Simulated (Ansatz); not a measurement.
# Nb: the cost of one run

Computed with Ansatz 0.2.0 (DFT PBEsol, scalar-relativistic, plane waves, PAW, unless a step's input says otherwise).

## (1) The starting structure

It takes space group P-1 (No. 2, triclinic). Conventional cell: a = 2.781 Å, b = 4.672 Å, c = 9.953 Å, α = 78.86°, β = 85.62°, γ = 88.03°. Around Nb (site symmetry 1) lie 8 Nb at 2.78 to 2.95 Å. Around Nb (site symmetry 1) lie 8 Nb at 2.78 to 2.98 Å. Around Nb (site symmetry 1) lie 8 Nb at 2.78 to 2.99 Å. Nb (site symmetry -1) has 8 Nb at 2.78 to 2.98 Å as nearest neighbours.

As a file:

```xyz
7
Lattice="2.7811 0.0000 0.0000 0.1609 4.6692 0.0000 0.7594 1.8978 9.7410" Properties=species:S:1:pos:R:3 pbc="T T T"
Nb    2.2696    2.1010    5.5645
Nb    1.4318    4.4660    4.1764
Nb    3.2587    4.3913    6.9512
Nb    0.4427    2.1757    2.7898
Nb    1.2838    1.9882    8.3448
Nb    2.4176    4.5788    1.3962
Nb    1.4710    2.3346    0.0000
```

(A quick probe on a coarse mesh, which set the mesh and smearing, is not shown.)

## (3) Coarse relaxation

The input, input.yaml:

```yaml
crystal:
  lattice:
    - [2.781142, 0.0, 0.0]
    - [0.160935, 4.66923, 0.0]
    - [0.759371, 1.897759, 9.740952]
  atoms:
    - { symbol: Nb, position: [0.647497, 0.217785, 0.571249] }
    - { symbol: Nb, position: [0.352503, 0.782215, 0.428751] }
    - { symbol: Nb, position: [0.939237, 0.650438, 0.713601] }
    - { symbol: Nb, position: [0.060763, 0.349562, 0.286399] }
    - { symbol: Nb, position: [0.223209, 0.07763, 0.856669] }
    - { symbol: Nb, position: [0.776791, 0.92237, 0.143331] }
    - { symbol: Nb, position: [0.5, 0.5, 0.0] }
basis:
  ecutwfc: 420
kpoints:
  mp_grid: { grid: [6, 4, 2] }
hamiltonian:
  xc: pbesol
scf:
  occupations: { method: gaussian, width: 0.1 }
  lower_state_search: "off"
output:
  forces: true
  stress: true
  eigenvalues: true
relax:
  adjacent_minimum: "off"
  f_tol: 0.04
  max_steps: 70
  cell: { stress_tol: 0.4 }
```

Q: Estimate wall time and peak memory on 1 thread of an x86-64 CPU, shared host.

About 40 s, with a peak of 0.58 GiB.
